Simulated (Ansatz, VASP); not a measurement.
This is a calculation of Mo for Ansatz 0.2.0.

input.yaml

```yaml
crystal:
  lattice:
    - [-1.5838089719, 1.5838089719, 1.5838089719]
    - [1.5838089719, -1.5838089719, 1.5838089719]
    - [1.5838089719, 1.5838089719, -1.5838089719]
  atoms:
    - { symbol: Mo, position: [0.0, 0.0, 0.0] }
kpoints:
  mp_grid: { grid: [12, 12, 12] }
scf:
  occupations: { method: fermi_dirac, width: 0.05 }
hamiltonian:
  xc: blyp
  pseudopotentials: { kind: all_electron, lapw: { basis_error: 0.001 } }
output:
  forces: true
  stress: true
relax:
  f_tol: 0.02
  max_steps: 60
  cell: {}
```

Potentials or basis: all-electron LAPW, scalar-relativistic.

The run is started by

```bash
$ ansatz run input.yaml --threads 1 --pin off --max-ram 3072MiB --backend cpu --events-out ev --progress --plain --runs-dir out
```

Problem. Set up the same calculation for VASP 6.6.1. Potentials there: VASP PAW PBE potentials, release 64 (Mo_sv).

Solution. As run (the cutoff follows the program's own potentials):

The input INCAR:

```
AGGAC    = 1.0          
AGGAX    = 1.0          
ALDAC    = 0.0          
ALDAX    = 1.0          
ALGO     = Normal         # electronic algorithm
EDIFF    = 1E-6           # SCF threshold, eV
EDIFFG   = -0.02          # ionic threshold
ENCUT    = 600            # plane-wave cutoff, eV
GGA      = B5             # functional
IBRION   = 2              # ionic algorithm
ISIF     = 3              # what is computed and relaxed
ISMEAR   = -1             # smearing method
LASPH    = True           # aspherical terms in the spheres
LCHARG   = False          # write CHGCAR
LREAL    = False          # projectors in reciprocal space
LWAVE    = False          # write WAVECAR
NELM     = 100            # most SCF steps
NSW      = 80             # ionic steps
PREC     = Accurate       # precision mode
SIGMA    = 0.05           # smearing width, eV
```

Contents of KPOINTS:

```
k-points
0
Gamma
  12 12 12
```

Contents of POSCAR:

```
Mo
1.0
   -1.5838089719      1.5838089719      1.5838089719
    1.5838089719     -1.5838089719      1.5838089719
    1.5838089719      1.5838089719     -1.5838089719
Mo
1
Direct
    0.0000000000      0.0000000000      0.0000000000
```

Potentials or basis: VASP PAW PBE potentials, release 64 (Mo_sv).

Launch:

```bash
$ cat potpaw_PBE.64/Mo_sv/POTCAR > POTCAR
$ mpirun -np 1 vasp_std > vasp.out
```

Both were run:

|  | VASP | Ansatz | Ansatz less VASP |
| --- | --- | --- | --- |
| relaxed volume (Å³/atom) | 16.46 | 16.40 | -0.057 |
| relaxed cell length with the largest relative difference (Å) | 2.776 | 2.772 | -0.0032 |
| energy change over the relaxation (meV/atom) | -15 | -13 | +2.9 |

Ansatz ran all-electron here, so the differences hold the error of VASP's frozen core and of both bases.

Caveats: the PAW data sets were made with another functional, which shifts forces and pressure a little (VASP).
